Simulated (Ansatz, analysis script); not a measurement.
## FeGe: how near to magnetism

Aim: the energy of FeGe as its total moment is fixed at a series of values, and its answer to a field.

Program: Ansatz 0.2.0. Level of theory: PBE, PAW set soft_1. Results are calculated unless marked as measured.

In doubt: warnings of the run leave room for a lower electronic state (step 7), so energies may not be the lowest and differences between runs may mislead.

**1. Set-up**

The structure is hexagonal, space group P6/mmm (No. 191). The conventional cell has a = 4.998 Å, b = 4.998 Å, c = 4.116 Å, α = 90.00°, β = 90.00°, γ = 120.00°. Fe has 4 Fe at 2.50 Å and 6 Ge at 2.50 to 2.51 Å nearest. Nearest to Ge lie 6 Fe at 2.50 Å. Nearest to Ge lie 6 Fe at 2.51 Å. Farther neighbours are not listed.

Coordinates:

```cif
data_structure
_symmetry_space_group_name_H-M 'P6/mmm'
_symmetry_Int_Tables_number 191
_cell_length_a 4.9976
_cell_length_b 4.9976
_cell_length_c 4.1158
_cell_angle_alpha 90.000
_cell_angle_beta 90.000
_cell_angle_gamma 120.000
_cell_volume 89.02
loop_
_atom_site_label
_atom_site_type_symbol
_atom_site_symmetry_multiplicity
_atom_site_Wyckoff_symbol
_atom_site_fract_x
_atom_site_fract_y
_atom_site_fract_z
_atom_site_occupancy
Fe1 Fe 3 f 0.50000 0.00000 0.00000 1
Ge1 Ge 1 a 0.00000 0.00000 0.00000 1
Ge2 Ge 2 d 0.33333 0.66667 0.50000 1
```

The cell comes from the Materials Project, a database of computed structures, and the real compound, where it exists, may take another one.

The cell of this run holds 6 atoms, 3 of them with a starting moment; values «a cell» refer to the cell of the run in question.

**2. The collinear state**

A collinear run comes first: it shows whether moments survive, and how large they are.

input.yaml

```yaml
crystal:
  lattice:
    - [4.9976023358, 0.0, 0.0]
    - [-2.4988011679, 4.3280505808, 0.0]
    - [0.0, 0.0, 4.11576135]
  atoms:
    - { symbol: Fe, position: [0.5, 0.0, 0.0], spin: 2.8 }
    - { symbol: Fe, position: [0.5, 0.5, 0.0], spin: 2.8 }
    - { symbol: Fe, position: [0.0, 0.5, 0.0], spin: 2.8 }
    - { symbol: Ge, position: [0.0, 0.0, 0.0] }
    - { symbol: Ge, position: [0.33333333, 0.66666667, 0.5] }
    - { symbol: Ge, position: [0.66666667, 0.33333333, 0.5] }
magnetization:
  spin_polarized: true
kpoints:
  mp_grid: { grid: [8, 8, 8] }
hamiltonian:
  xc: pbe
  pseudopotentials: { kind: paw, azcp: { folder: soft_1 } }
scf:
  occupations: { method: fermi_dirac, width: 0.05 }
  max_iter: 120
  convergence: { dr2_threshold: 1.0e-08 }
  lower_state_search: "off"
output:
  write_density: true
  write_potential: true
  elf: true
  volumetric_format: npy
```

Launch:

```bash
$ ansatz run input.yaml --threads 2 --pin off --max-ram 5120MiB --backend cpu --events-out ev --progress --plain --runs-dir out
```

Numbers of over 12 decimals in the logs are rounded to 6 here.

The program printed:

```text
Engine: ansatz 0.2.0, aarch64-unknown-linux-gnu
Pseudopotentials: kind: paw
Pseudopotential: Fe, paw, valence charge 16, recommended cutoff 420 eV (normal), soft_1/Fe.paw.azcp
Pseudopotential: Ge, paw, valence charge 14, recommended cutoff 420 eV (normal), soft_1/Ge.paw.azcp
Functional definition: PBE
  parameter kappa = 0.804
  parameter beta = 0.066725
  exchange = pbe_x(kappa = kappa, mu = beta*pi^2/3)
  correlation = pbe_c(beta = beta)
Crystal: 6 atoms, lattice volume = 89.023 Å³
Basis set: ecut = 420 eV, 1699 PW (Γ)
Bands: 60, of which v1, the nominal top of the filled ones, is band 45 counted from 1 (44 counted from 0)
Symmetry: 24 space group operations
Space group: P6/mmm (ITA 191), of the structure as read, at distance tolerance 4.5e-5 Å
Magnetic group: BNS 191.233 (UNI 1463), of the structure as read, at distance tolerance 4.5e-5 Å
k-points: 50 of 512
Non-local potential: Fe, projectors of the file, l = 0: 3, l = 1: 2, l = 2: 3, l = 3: 1
Non-local potential: Ge, projectors of the file, l = 0: 2, l = 1: 2, l = 2: 3, l = 3: 1
PAW form: soft (Blöchl's): semilocal exchange-correlation on the pseudo side does not see the compensation charge
PAW one-centre angular grid: Fe, 590 points (default); XC on 64 Gauss nodes
PAW one-centre angular grid: Ge, 590 points (default); XC on 64 Gauss nodes
Initial density: superposition of atomic densities (chi_scale 0.1, normalization cell)
Starting moments: Σ|m| = 8.4 μB on 3 of 6 sites
Initial wavefunctions: pseudopotential atomic-orbital guess
Functional: x = pbe(κ = 0.804, μ = 0.219515), c = pbe(β = 0.066725)
SCF iter   1: F=—  HF=-26329.320771 eV  |F-HF|=—  |Δ(HF+E_count)|=         —  Δρ=1.03e-1 (↑3.45e-2 ↓1.03e-1)  dr2=1.66e1  dr2_m=2.90e0  M=5.044 μB ∫|m|=5.711 μB  β_m=0.30  ethr=3.10e-3  ⟨swp⟩=6.1  Hψ=20648  notcnv=0  defer=12
preconditioner: auto → Kerker (q_TF=auto, 2.733 Å⁻¹)  [metal: Δε(μ)=0.007 eV  Ē_g=17.278 eV  σ=0.050 eV  W_gap=0.03  n_scr=26 (ndim 8)  ℏωp=32.0 eV  f_vac=0.001  D(μ)=4.02/eV (n_scr^D=26)]
spin=Collinear: Kerker preconditioning applied to the charge; magnetization (m = ρ↑ − ρ↓) channel mixes plain (no charge-response kernel on spin).
SCF iter   2: F=—  HF=-26327.988278 eV  |F-HF|=—  |Δ(HF+E_count)|=    1.33e0  Δρ=5.33e-2 (↑5.33e-2 ↓3.75e-2)  dr2=3.62e0  dr2_m=1.24e0  M=5.232 μB ∫|m|=6.007 μB  β_m=0.30  ethr=3.10e-3  ⟨swp⟩=2.9  Hψ=9541  notcnv=0  defer=503
SCF iter   3: F=—  HF=-26327.631592 eV  |F-HF|=—  |Δ(HF+E_count)|=   3.57e-1  Δρ=3.53e-2 (↑3.35e-2 ↓3.53e-2)  dr2=2.73e0  dr2_m=7.40e-1  M=5.074 μB ∫|m|=5.891 μB  β_m=0.30  ethr=3.10e-3  ⟨swp⟩=2.0  Hψ=7544  notcnv=0  defer=498
SCF iter   4: F=—  HF=-26327.021976 eV  |F-HF|=—  |Δ(HF+E_count)|=   6.10e-1  Δρ=2.37e-2 (↑2.37e-2 ↓1.22e-2)  dr2=4.17e-1  dr2_m=2.12e-1  M=5.339 μB ∫|m|=6.090 μB  β_m=0.30  ethr=3.04e-3  ⟨swp⟩=2.6  Hψ=8398  notcnv=0  defer=498
SCF iter   5: F=—  HF=-26327.026050 eV  |F-HF|=—  |Δ(HF+E_count)|=   4.07e-3  Δρ=1.61e-2 (↑1.53e-2 ↓1.61e-2)  dr2=9.12e-2  dr2_m=1.92e-1  M=5.117 μB ∫|m|=5.939 μB  β_m=0.30  ethr=4.63e-4  ⟨swp⟩=2.2  Hψ=7837  notcnv=0  defer=479
SCF iter   6: F=—  HF=-26327.039834 eV  |F-HF|=—  |Δ(HF+E_count)|=   1.38e-2  Δρ=1.24e-2 (↑1.24e-2 ↓1.21e-2)  dr2=2.22e-2  dr2_m=1.20e-1  M=5.075 μB ∫|m|=5.884 μB  β_m=0.30  ethr=1.01e-4  ⟨swp⟩=2.1  Hψ=9852  notcnv=0  defer=479
SCF iter   7: F=—  HF=-26327.059602 eV  |F-HF|=—  |Δ(HF+E_count)|=   1.98e-2  Δρ=1.37e-2 (↑9.56e-3 ↓1.37e-2)  dr2=2.64e-2  dr2_m=1.08e-1  M=4.934 μB ∫|m|=5.771 μB  β_m=0.30  ethr=2.46e-5  ⟨swp⟩=2.0  Hψ=9932  notcnv=0  defer=479
SCF iter   8: F=—  HF=-26327.077845 eV  |F-HF|=—  |Δ(HF+E_count)|=   1.82e-2  Δρ=1.08e-2 (↑9.57e-3 ↓1.08e-2)  dr2=3.44e-3  dr2_m=8.40e-2  M=4.861 μB ∫|m|=5.697 μB  β_m=0.30  ethr=2.46e-5  ⟨swp⟩=2.0  Hψ=10021  notcnv=0  defer=479
SCF iter   9: F=—  HF=-26327.085496 eV  |F-HF|=—  |Δ(HF+E_count)|=   7.65e-3  Δρ=9.37e-3 (↑9.37e-3 ↓9.25e-3)  dr2=8.32e-4  dr2_m=7.05e-2  M=4.779 μB ∫|m|=5.616 μB  β_m=0.30  ethr=3.82e-6  ⟨swp⟩=2.0  Hψ=9041  notcnv=0  defer=479
SCF iter  10: F=—  HF=-26327.094429 eV  |F-HF|=—  |Δ(HF+E_count)|=   8.93e-3  Δρ=8.75e-3 (↑8.75e-3 ↓8.26e-3)  dr2=3.85e-4  dr2_m=5.87e-2  M=4.708 μB ∫|m|=5.541 μB  β_m=0.30  ethr=9.25e-7  ⟨swp⟩=2.0  Hψ=10278  notcnv=0  defer=479
[...]
spin-set hold released at iteration 15 (site moments contracting): the magnetisation degrees of freedom join the quasi-Newton model from the next iteration; the mixer history was flushed
[...]
SCF iter  17: F=—  HF=-26327.128028 eV  |F-HF|=—  |Δ(HF+E_count)|=   6.31e-3  Δρ=3.57e-3 (↑3.57e-3 ↓2.24e-3)  dr2=1.18e-3  dr2_m=6.73e-3  M=4.266 μB ∫|m|=5.035 μB  β_m=0.52  ethr=4.27e-7  ⟨swp⟩=2.6  Hψ=10608  notcnv=0  defer=477
SCF iter  18: F=—  HF=-26327.130716 eV  |F-HF|=—  |Δ(HF+E_count)|=   2.69e-3  Δρ=1.36e-3 (↑1.36e-3 ↓7.46e-4)  dr2=2.80e-3  dr2_m=2.19e-4  M=4.128 μB ∫|m|=4.860 μB  β_m=0.51  ethr=4.27e-7  ⟨swp⟩=2.5  Hψ=11215  notcnv=0  defer=471
SCF iter  19: F=—  HF=-26327.130470 eV  |F-HF|=—  |Δ(HF+E_count)|=   2.46e-4  Δρ=4.71e-4 (↑4.71e-4 ↓2.24e-4)  dr2=1.46e-4  dr2_m=6.97e-5  M=4.142 μB ∫|m|=4.872 μB  β_m=0.76  ethr=4.27e-7  ⟨swp⟩=2.0  Hψ=9860  notcnv=0  defer=471
SCF iter  20: F=—  HF=-26327.130520 eV  |F-HF|=—  |Δ(HF+E_count)|=   5.00e-5  Δρ=1.52e-4 (↑1.34e-4 ↓1.52e-4)  dr2=2.03e-5  dr2_m=1.43e-5  M=4.147 μB ∫|m|=4.876 μB  β_m=0.85  ethr=1.62e-7  ⟨swp⟩=1.9  Hψ=6505  notcnv=0  defer=471
SCF iter  21: F=—  HF=-26327.130523 eV  |F-HF|=—  |Δ(HF+E_count)|=   2.87e-6  Δρ=6.22e-5 (↑6.22e-5 ↓3.64e-5)  dr2=5.97e-6  dr2_m=1.53e-6  M=4.140 μB ∫|m|=4.867 μB  β_m=0.92  ethr=2.26e-8  ⟨swp⟩=2.0  Hψ=7286  notcnv=0  defer=471
SCF iter  22: F=—  HF=-26327.130524 eV  |F-HF|=—  |Δ(HF+E_count)|=   9.89e-7  Δρ=3.01e-5 (↑3.01e-5 ↓2.73e-5)  dr2=4.52e-6  dr2_m=8.95e-9  M=4.142 μB ∫|m|=4.869 μB  β_m=0.85  ethr=6.63e-9  ⟨swp⟩=2.0  Hψ=8172  notcnv=0  defer=471
SCF iter  23: F=—  HF=-26327.130524 eV  |F-HF|=—  |Δ(HF+E_count)|=   3.03e-7  Δρ=1.79e-5 (↑7.53e-6 ↓1.79e-5)  dr2=5.93e-7  dr2_m=4.50e-8  M=4.143 μB ∫|m|=4.870 μB  β_m=0.77  ethr=5.02e-9  ⟨swp⟩=2.0  Hψ=7465  notcnv=0  defer=471
SCF iter  24: F=—  HF=-26327.130524 eV  |F-HF|=—  |Δ(HF+E_count)|=   2.02e-8  Δρ=6.47e-6 (↑2.88e-6 ↓6.47e-6)  dr2=5.29e-8  dr2_m=5.58e-9  M=4.142 μB ∫|m|=4.870 μB  β_m=0.88  ethr=6.58e-10  ⟨swp⟩=2.0  Hψ=8500  notcnv=0  defer=471
SCF iter  25: F=—  HF=-26327.130524 eV  |F-HF|=—  |Δ(HF+E_count)|=   2.13e-8  Δρ=4.48e-6 (↑3.10e-6 ↓4.48e-6)  dr2=4.93e-8  dr2_m=7.35e-10  M=4.143 μB ∫|m|=4.870 μB  β_m=0.94  ethr=5.87e-11  ⟨swp⟩=2.4  Hψ=7742  notcnv=0  defer=471
SCF iter  26: F=-26327.130524 eV  HF=-26327.130524 eV  |F-HF|=1.24e-9  |Δ(HF+E_count)|=   1.80e-9  Δρ=1.22e-6 (↑4.72e-7 ↓1.22e-6)  dr2=2.16e-9  dr2_m=1.46e-10  M=4.143 μB ∫|m|=4.870 μB  ethr=1.11e-11  ⟨swp⟩=8.0  Hψ=19242  notcnv=0
SCF 1 converged in 26 iterations: F = -26327.130524 eV  dr2 = 2.16e-9
  greatest PAW one-centre occupation: 1.000 electrons in one spin orbital (limit 2), on the Fe atom at site 2 (counted from 0), in its partial waves of l = 1
SCF converged after 26 iterations
Magnetization: 4.1425 μB (47.0713 up, 42.9287 down)
Absolute magnetization: 4.8711 μB (∫|ρ↑−ρ↓|, with the PAW one-centre terms)
Spin contamination: 0.1292 ħ² per cell (⟨S²⟩ above its minimum at these occupations)
Per-site moments (μB) at R_I (Å): [(1.477221, 1.030755), (1.477221, 1.030755), (1.477221, 1.030755), (-0.071284, 1.030755), (-0.049182, 1.036698), (-0.049182, 1.036698)]
Free energy (F): -26327.130524 eV
Harris-Foulkes:  -26327.130524 eV  (|F-HF|=1.24e-9)
Internal energy: -26327.092232 eV  (E = F + TS)
E sigma→0 (E₀):  -26327.111378 eV
Entropy (-TS):   -0.038292 eV (-6.382 meV/atom)
Fermi energy:    14.299688 eV
--- Per-component energies (eV) ---
  E_band       = -1074.299129
  E_kinetic    = 1275.785039
  E_local      = -13852.056957  (includes V_loc(G=0)·N_el)
  E_nonlocal   = 1521.986539
  E_hartree    = 6228.006774
  E_xc         = -548.372430
  E_vxc        = -623.961736  (∫ρ·V_xc dr)
  E_paw        = -10186.632923  (= ΣΔE_a)
  E_vpaw       = -1852.057344  (= ΣTr[D̂ρ^β])
  E_aug_tail   = -0.003116  (compensation charges beyond the density's cutoff)
  E_ewald      = -10765.805157
  E_smearing   = -0.038292  (= −TS)
  E_closure    = 0.000000  (closes the sum)
  Σ components = -26327.130524   (vs F -26327.130524, Δ=0.00e0)
--- Band table (eV; the first three rows and the last of 100) ---
  k-point 0 ↑: bands = [... 41 lower, 12.7623, 12.7623, 12.9961, 13.0030, 13.0030, 14.0295, 14.5029, 15.5011, ... 11 higher]
  k-point 1 ↑: bands = [... 41 lower, 12.7629, 12.7629, 12.9906, 12.9927, 12.9927, 14.0938, 14.5030, 15.2246, ... 11 higher]
  k-point 2 ↑: bands = [... 41 lower, 12.7634, 12.7634, 12.9682, 12.9682, 12.9774, 14.1178, 14.4582, 14.4582, ... 11 higher]
  k-point 49 ↓: bands = [... 41 lower, 13.6689, 13.9231, 13.9955, 14.0153, 14.2624, 14.4394, 15.0579, 15.5992, ... 11 higher]
```

Wall time 33 s (2 threads of Arm Neoverse V2, shared host); peak memory 0.6 GiB; 64 s of CPU time.

In the SCF lines HF is the Harris–Foulkes energy and dr2 the Hartree energy of the density residual, in eV; the loop may stop once dr2 is under the threshold and the program's other checks hold. Hψ counts applications of the Hamiltonian.

Spin moment in the atom's sphere by atom:

```tsv
atom	spin moment in the atom's sphere (μB)
Fe1	1.48
Fe2	1.48
Fe3	1.48
Ge4	-0.07
Ge5	-0.05
Ge6	-0.05
```

Tables count atoms from 1; parts of the log count from 0.

The run ends ferromagnetic, with a net moment of 4.14 μB a cell. Only this order was typed.

Spin density in the ab plane at fractional z = 0.000, with atoms of Fe and Ge within 0.2 Å of it.

Ten even steps from '0' (0.0 e/Å³) to '9' (2.7 e/Å³), each cell a mean:
```
00000165100000
00000010000000
00000000000000
00000000000000
11000001100000
74100037400003
92000179300017
30000232000013
00000000000000
00000000000000
00000000000000
00000003300000
00000169500000
```
Columns run along a (5.0 Å), rows up along b (5.0 Å). Atoms in or near the plane, at fractional coordinates: Fe at (0.50, 0.00), Fe at (0.50, 0.50), Fe at (0.00, 0.50), Ge at (0.00, 0.00).

Valence density in the ab plane at fractional z = 0.000, with atoms of Fe and Ge within 0.2 Å of it. It is the smooth field of the valence electrons, not physical close to the nuclei.

Ten steps, logarithmic in the rise over the least value, from '0' (0 e/Å³) to '9' (38 e/Å³), each cell a mean:
```
84101688510158
31001454100134
00000110000011
01100000110000
55300025530002
87400378730036
96201589620158
63001576300257
10001231000123
00000000000000
12100012320000
66300157730013
97200489730038
```
Columns run along a (5.0 Å), rows up along b (5.0 Å). Atoms in or near the plane, at fractional coordinates: Fe at (0.50, 0.00), Fe at (0.50, 0.50), Fe at (0.00, 0.50), Ge at (0.00, 0.00).

ELF in the ab plane at fractional z = 0.000, with atoms of Fe and Ge within 0.2 Å of it. It is the smooth field of the valence electrons, not physical close to the nuclei.

Values, 13 rows by 14 columns, each cell a mean:
```
0.22 0.35 0.51 0.37 0.19 0.44 0.74 0.69 0.36 0.20 0.45 0.49 0.29 0.20
0.41 0.52 0.50 0.30 0.21 0.33 0.39 0.30 0.22 0.37 0.54 0.50 0.38 0.32
0.48 0.40 0.34 0.31 0.22 0.20 0.21 0.26 0.30 0.35 0.46 0.52 0.52 0.51
0.22 0.21 0.21 0.25 0.30 0.29 0.26 0.24 0.21 0.19 0.26 0.46 0.50 0.36
0.36 0.39 0.27 0.20 0.31 0.24 0.25 0.37 0.39 0.24 0.20 0.35 0.28 0.23
0.77 0.62 0.31 0.22 0.26 0.25 0.53 0.76 0.63 0.30 0.24 0.27 0.26 0.51
0.84 0.51 0.25 0.27 0.22 0.41 0.77 0.83 0.52 0.24 0.26 0.23 0.40 0.77
0.46 0.26 0.27 0.29 0.21 0.39 0.58 0.48 0.26 0.24 0.26 0.22 0.40 0.59
0.21 0.30 0.43 0.32 0.18 0.23 0.27 0.24 0.25 0.33 0.27 0.21 0.25 0.25
0.42 0.52 0.54 0.45 0.29 0.24 0.26 0.26 0.23 0.23 0.28 0.28 0.25 0.29
0.47 0.44 0.48 0.53 0.49 0.34 0.25 0.25 0.26 0.23 0.23 0.37 0.48 0.52
0.22 0.22 0.40 0.53 0.42 0.21 0.35 0.56 0.54 0.30 0.21 0.44 0.52 0.37
0.48 0.21 0.42 0.49 0.23 0.31 0.70 0.88 0.63 0.24 0.28 0.50 0.39 0.22
```
Columns run along a (5.0 Å), rows up along b (5.0 Å). Atoms in or near the plane, at fractional coordinates: Fe at (0.50, 0.00), Fe at (0.50, 0.50), Fe at (0.00, 0.50), Ge at (0.00, 0.00).

**3. Denser mesh**

Levels at the Fermi energy are partly filled, so moments and energy differences can hang on the k-mesh, and the state is solved again on a denser one.

input.yaml, the sections that differ from step 2:

```yaml
crystal:
  lattice:
    - [4.9976023358, 0.0, 0.0]
    - [-2.4988011679, 4.3280505808, 0.0]
    - [0.0, 0.0, 4.11576135]
  atoms:
    - { symbol: Fe, position: [0.5, 0.0, 0.0], spin: 1.48 }
    - { symbol: Fe, position: [0.5, 0.5, 0.0], spin: 1.48 }
    - { symbol: Fe, position: [0.0, 0.5, 0.0], spin: 1.48 }
    - { symbol: Ge, position: [0.0, 0.0, 0.0] }
    - { symbol: Ge, position: [0.33333333, 0.66666667, 0.5] }
    - { symbol: Ge, position: [0.66666667, 0.33333333, 0.5] }
kpoints:
  mp_grid: { grid: [9, 9, 9] }
basis:
  ecutwfc: 420.0
checkpoint:
  read: start
  write: ck
  compress: false
  write_wavefunctions: false
  write_every: 100000
# magnetization, hamiltonian, scf: as in step 2
# output: removed
```

The program printed:

```text
[...]
Per-site moments (μB) at R_I (Å): [(1.488785, 1.030755), (1.488785, 1.030755), (1.488785, 1.030755), (-0.069998, 1.030755), (-0.048314, 1.036698), (-0.048314, 1.036698)]
Free energy (F): -26327.133166 eV
[...]
Internal energy: -26327.095794 eV  (E = F + TS)
E sigma→0 (E₀):  -26327.114480 eV
Entropy (-TS):   -0.037372 eV (-6.229 meV/atom)
Fermi energy:    14.294443 eV
[...]
[key lines of the parts left out:]
SCF converged after 8 iterations
Magnetization: 4.1874 μB (47.0937 up, 42.9063 down)
```

Run time: 18 s. Hardware: 2 threads; peak memory 0.62 GiB.

Spin moment in the atom's sphere by atom:

```tsv
atom	spin moment in the atom's sphere (μB)
Fe1	1.49
Fe2	1.49
Fe3	1.49
Ge4	-0.07
Ge5	-0.05
Ge6	-0.05
```

The run ends ferromagnetic, with a net moment of 4.19 μB a cell, against 4.14 μB on the first mesh.

**4. The non-magnetic reference**

The state without spin is the zero of E(M).

input.yaml, the sections that differ from step 3:

```yaml
crystal:
  lattice:
    - [4.9976023358, 0.0, 0.0]
    - [-2.4988011679, 4.3280505808, 0.0]
    - [0.0, 0.0, 4.11576135]
  atoms:
    - { symbol: Fe, position: [0.5, 0.0, 0.0] }
    - { symbol: Fe, position: [0.5, 0.5, 0.0] }
    - { symbol: Fe, position: [0.0, 0.5, 0.0] }
    - { symbol: Ge, position: [0.0, 0.0, 0.0] }
    - { symbol: Ge, position: [0.33333333, 0.66666667, 0.5] }
    - { symbol: Ge, position: [0.66666667, 0.33333333, 0.5] }
scf:
  occupations: { method: fermi_dirac, width: 0.05 }
  max_iter: 120
  convergence: { dr2_threshold: 1.0e-08 }
# kpoints, hamiltonian, basis: as in step 3
# magnetization: removed
# checkpoint: removed
```

Launch:

```bash
$ ansatz run input.yaml --threads 1 --pin off --max-ram 2560MiB --backend cpu --events-out ev --progress --plain --runs-dir out
```

The program printed:

```text
[...]
Crystal: 6 atoms, lattice volume = 89.023 Å³
Basis set: ecut = 420 eV, 1699 PW (Γ)
Bands: 51, of which v1, the nominal top of the filled ones, is band 45 counted from 1 (44 counted from 0)
Symmetry: 24 space group operations
[...]
k-points: 60 of 729
[...]
SCF iter   1: F=—  HF=-26333.243447 eV  |F-HF|=—  |Δ(HF+E_count)|=         —  Δρ=1.84e-1  dr2=4.94e1  ethr=3.10e-3  ⟨swp⟩=6.4  Hψ=10785  notcnv=0
[...]
SCF iter  14: F=-26326.361264 eV  HF=-26326.361264 eV  |F-HF|=1.38e-9  |Δ(HF+E_count)|=   2.01e-8  Δρ=3.25e-6  dr2=6.50e-9  ethr=1.11e-11  ⟨swp⟩=2.3  Hψ=9647  notcnv=0
SCF 1 converged in 14 iterations: F = -26326.361264 eV  dr2 = 6.50e-9
[...]
SCF converged after 14 iterations
Free energy (F): -26326.361264 eV
[...]
Internal energy: -26326.228057 eV  (E = F + TS)
E sigma→0 (E₀):  -26326.294661 eV
Entropy (-TS):   -0.133207 eV (-22.201 meV/atom)
Fermi energy:    13.974741 eV
[...]
```

The job ended after 19 s (1 thread; peak memory 0.46 GiB).

The free collinear run lies 772 meV below it.

**5. Without spin, levels printed**

input.yaml, as its differences from that of step 4:

```diff
@@ -23 +23,3 @@
   ecutwfc: 420.0
+output:
+  eigenvalues: true
```

The program printed:

```text
[...]
Crystal: 6 atoms, lattice volume = 89.023 Å³
Basis set: ecut = 420 eV, 1699 PW (Γ)
Bands: 54, of which v1, the nominal top of the filled ones, is band 45 counted from 1 (44 counted from 0)
Symmetry: 24 space group operations
[...]
k-points: 60 of 729
[...]
--- Band table (eV; the first three rows and the last of 60) ---
  k-point 0: bands = [... 41 lower, 13.7748, 13.7748, 13.9608, 14.0232, 14.0232, 14.7243, 15.1635, 16.0370, ... 5 higher]
  k-point 1: bands = [... 41 lower, 13.7751, 13.7751, 13.9556, 14.0126, 14.0126, 14.7126, 15.1636, 15.7944, ... 5 higher]
  k-point 2: bands = [... 41 lower, 13.7743, 13.7743, 13.9423, 13.9864, 13.9864, 14.5395, 15.1270, 15.1270, ... 5 higher]
  k-point 59: bands = [... 41 lower, 13.3473, 13.3473, 13.3782, 13.6455, 13.6455, 13.7975, 14.2363, 15.4973, ... 5 higher]
[key lines of the parts left out:]
SCF converged after 14 iterations
Free energy (F): -26326.361264 eV
Fermi energy:    13.974732 eV
```

Run time: 19 s. Hardware: 1 thread; peak memory 0.46 GiB.

(Continued in part 2 of 2.)

[Logs and program files are shortened in this print: banners, set-up blocks, solver, clock and traceback lines can be left out without a mark of their own.]

[Logs are printed without paths, hosts, clocks, repeated set-up lines and the standing remarks that a program may print on its own settings, such as how far it seeks lower states.]

[Hosts, paths, dates, database ids (printed as entryN), source tags and the programs' standing remarks are cut or masked in the printed files.]
